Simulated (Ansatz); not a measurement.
Input file for trifluoromethane:

```yaml
crystal:
  periodic: [false, false, false]
  atoms:
    - {symbol: F, position_ang: [-0.668654, -0.329700, 1.079191]}
    - {symbol: C, position_ang: [0.019501, 0.056359, 0.006823]}
    - {symbol: F, position_ang: [1.047346, -0.773770, -0.157468]}
    - {symbol: F, position_ang: [-0.772567, -0.035087, -1.059417]}
    - {symbol: H, position_ang: [0.374374, 1.082208, 0.130871]}
basis:
  gaussian: {orbitals: def2-TZVPP}
correlation: {method: ccsd_t}
output: {orbitals: {seedname: orbitals}}
```

```sh
$ ansatz run in.yaml --threads 2 --pin off --events-out ev --progress --plain --max-ram 32768MiB --backend cpu
```

Output of Ansatz, abridged:

```
Functional definition: HF
908 factors; integrals over basis functions are off by at most 1.2e-3 eV
mean field evaluation 1: about -9165.3966 eV, gradient 4.0e1 eV
mean field evaluation 2: about -9165.5241 eV, gradient 4.0e1 eV
mean field evaluation 4: about -9168.1866 eV, gradient 2.8e0 eV
mean field evaluation 8: about -9168.2192 eV, gradient 1.7e-1 eV
mean field -9168.21929939 eV, -336.9258448103 hartree, gradient 1.6e-6 eV, S^2 0.000000; 0 other end points of the search recorded, 0 dependent functions left out
4 core orbitals not correlated: weight in the atoms' cores, before any rotation towards them, 1.000 or more for the frozen orbitals, at most 0.000 for the correlated occupied ones
reference -9168.21929939 eV, -336.9258448103 hartree; 13, 13 occupied and 121, 121 virtual orbitals, 908 factors
second order -24.67101982 eV of doubles, -0.00000000 eV of singles
cycle   1  -24.29349413 eV  change    3.8e-1 eV  update   9.3e-2
cycle   2  -24.76717554 eV  change   -4.7e-1 eV  update   2.5e-2
cycle   3  -24.86883719 eV  change   -1.0e-1 eV  update   1.2e-2
cycle   4  -24.85327460 eV  change    1.6e-2 eV  update   2.4e-3
cycle   5  -24.85209811 eV  change    1.2e-3 eV  update   1.1e-3
cycle   6  -24.85312785 eV  change   -1.0e-3 eV  update   2.8e-4
cycle   7  -24.85296530 eV  change    1.6e-4 eV  update   9.7e-5
cycle   8  -24.85290147 eV  change    6.4e-5 eV  update   2.0e-5
cycle   9  -24.85290448 eV  change   -3.0e-6 eV  update   6.0e-6
perturbative correction -0.75096464 eV, -0.0275974415 hartree
Total energy: -9193.82316850 eV, -337.8667696453 hartree
```

Run time 16 s (2 threads of a server CPU on a shared host); peak host memory 0.69 GiB.

The correlation energy is -25.604 eV, 2.9 % of it from (T); the T1 diagnostic reads 0.0116.
